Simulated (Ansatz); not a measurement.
A run of Ansatz 0.2.0 is set up as follows.

Contents of input.yaml:

```yaml
crystal:
  lattice:
    - [1.58, 0.9122134253, 6.15]
    - [-1.58, 0.9122134253, 6.15]
    - [0.0, -1.8244268506, 6.15]
  atoms:
    - { symbol: Mo, position: [0.0, 0.0, 0.0] }
    - { symbol: S, position: [0.417, 0.417, 0.417] }
    - { symbol: S, position: [0.25, 0.25, 0.25] }
kpoints:
  mp_grid: { grid: [8, 8, 8] }
scf:
  occupations: { method: fermi_dirac, width: 0.05 }
hamiltonian:
  xc: pbesol
  pseudopotentials: { kind: all_electron, lapw: { basis_error: 0.002 } }
output:
  forces: true
  stress: true
elastic:
  mode: clamped_ion
  stencil: two_point
```

Potentials or basis: all-electron LAPW, scalar-relativistic.

The run is started by

```bash
$ ansatz run input.yaml --threads 2 --pin off --max-ram 8192MiB --backend cpu --events-out ev --progress --plain --runs-dir out
```

(1) Estimate the Voigt bulk modulus.

(2) Estimate the largest force.

(3) Predict the pressure.

(4) What does it give for the band gap on the k mesh?

Results:

(1) 156 GPa.

(2) 0.261 eV/Å.

(3) 0.4 GPa.

(4) 0.99 eV, indirect (least direct gap 2.03 eV).
